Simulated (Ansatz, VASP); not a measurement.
**One calculation of Be, two programs**

Contents of INCAR:

```
PREC = Accurate
ENCUT = 520
EDIFF = 1E-6
ISMEAR = 0
SIGMA = 0.15
LREAL = False
LASPH = True
NELM = 60
ALGO = Normal
ISIF = 2
LWAVE = False
LCHARG = False
GGA = PS
NBANDS = 9
```

File KPOINTS:

```
Automatic mesh
0
Gamma
  24 24 14
```

POSCAR

```
Be
1.0
    2.1845268857      0.0000000000      0.0000000000
   -1.0922634429      1.8918557782      0.0000000000
    0.0000000000      0.0000000000      3.4208550000
Be
2
Direct
    0.3333333333      0.6666666667      0.2500000000
    0.6666666667      0.3333333333      0.7500000000
```

Input for Ansatz:

```yaml
crystal:
  lattice:
    - [2.1845268857, 0.0, 0.0]
    - [-1.0922634429, 1.8918557782, 0.0]
    - [0.0, 0.0, 3.420855]
  atoms:
    - { symbol: Be, position: [0.3333333333, 0.6666666667, 0.25] }
    - { symbol: Be, position: [0.6666666667, 0.3333333333, 0.75] }
basis:
  ecutwfc: 420
kpoints:
  mp_grid: { grid: [24, 24, 14] }
hamiltonian:
  xc: pbesol
scf:
  occupations: { method: gaussian, width: 0.15 }
output:
  forces: true
  stress: true
  eigenvalues: true
  write_density: true
  write_potential: true
  elf: true
  volumetric_format: npy
```

Change from the starting cell: strain -0.050 along x and y, -0.050 along z, atoms carried along.

Alike in both runs: task single point; functional PBEsol; k mesh 24 × 24 × 14; occupations gaussian, width 0.15 eV; no spin polarisation.

|  | VASP | Ansatz |
| --- | --- | --- |
| version | VASP 6.6.1 | Ansatz 0.2.0 |
| potentials or method | VASP PAW PBE potentials, release 64 (Be) | scalar-relativistic, plane waves, PAW |
| plane-wave cutoff (eV) | 520 | 420 |
| valence electrons in the cell | 4 | 4 |

```tsv
	VASP	Ansatz	Ansatz less VASP
gap on the k mesh at the Fermi level (eV)	none	none	-
pressure (GPa)	15.8	15.3	-0.49
largest component of the traceless stress (GPa)	3.11	3.05	-0.057
```

A gap of «none» marks a metal or a gap that the smearing closes.

Caveats: so large a pressure means that the cell lies far from this level's equilibrium, or that cutoff or potentials fall short (VASP); the potentials were made for another functional, which shifts forces and pressure (VASP).
